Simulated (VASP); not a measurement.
Write the native input for VASP 6.6.1 that does the following.

```yaml
Task: density of states
Functional: PBE
Potentials_or_basis: VASP PAW PBE potentials, release 64 (Pt)
Cutoff: 520 eV
k_mesh: 18 × 18 × 18
Occupations: gaussian, width 0.1 eV
Spin: no spin polarisation
k_mesh_for_the_DOS: 27 × 27 × 27
Occupations_for_the_DOS: tetrahedron
Further_INCAR_settings: ALGO = Fast; EDIFF = 1e-07; NBANDS = 11
```

The system is Pt.

```
Pt
1.0
     0.00000    1.98376    1.98376
     1.98376    0.00000    1.98376
     1.98376    1.98376    0.00000
Pt
1
Direct
  0.00000 0.00000 0.00000
```

The input as run:

POSCAR

```
Pt                                      
1.0
    0.0000000000      1.9837601988      1.9837601988
    1.9837601988      0.0000000000      1.9837601988
    1.9837601988      1.9837601988      0.0000000000
  Pt            
     1
Direct
     0.0000000000000000    0.0000000000000000    0.0000000000000000
```

INCAR.step1

```
PREC = Accurate ; ENCUT = 520
EDIFF = 1E-7 ; ISMEAR = 0
SIGMA = 0.1 ; LREAL = F
LASPH = T ; NELM = 100
ALGO = Fast ; ISIF = 2
LWAVE = F ; LCHARG = T
LMAXMIX = 4 ; GGA = PE
NBANDS = 11
```

KPOINTS.step1

```
regular mesh
0
Gamma
  18 18 18
```

INCAR.step2

```
PREC = Accurate ; ENCUT = 520
EDIFF = 1E-7 ; ISMEAR = -5
SIGMA = 0.1 ; LREAL = F
LASPH = T ; NELM = 100
ALGO = Fast ; ISIF = 2
LWAVE = F ; LCHARG = F
LMAXMIX = 4 ; GGA = PE
LORBIT = 10 ; NBANDS = 11
NEDOS = 1001 ; ICHARG = 11
```

KPOINTS.step2

```
regular mesh
0
Gamma
  27 27 27
```

Potentials or basis: VASP PAW PBE potentials, release 64 (Pt).

Run with:

```sh
$ cat potpaw_PBE.64/Pt/POTCAR > POTCAR
$ cp INCAR.step1 INCAR
$ cp KPOINTS.step1 KPOINTS
$ mpirun -np 1 vasp_std > vasp.out
$ cp INCAR.step2 INCAR
$ cp KPOINTS.step2 KPOINTS
$ mpirun -np 1 vasp_std > vasp.out
```

Results of the run:

* Valence electrons inside the program's atomic spheres: Pt 9.21

Run time: 46 s on 1 thread of Intel(R) Xeon(R) Platinum 8488C (Sapphire Rapids) (shared host), peak memory 0.21 GiB.
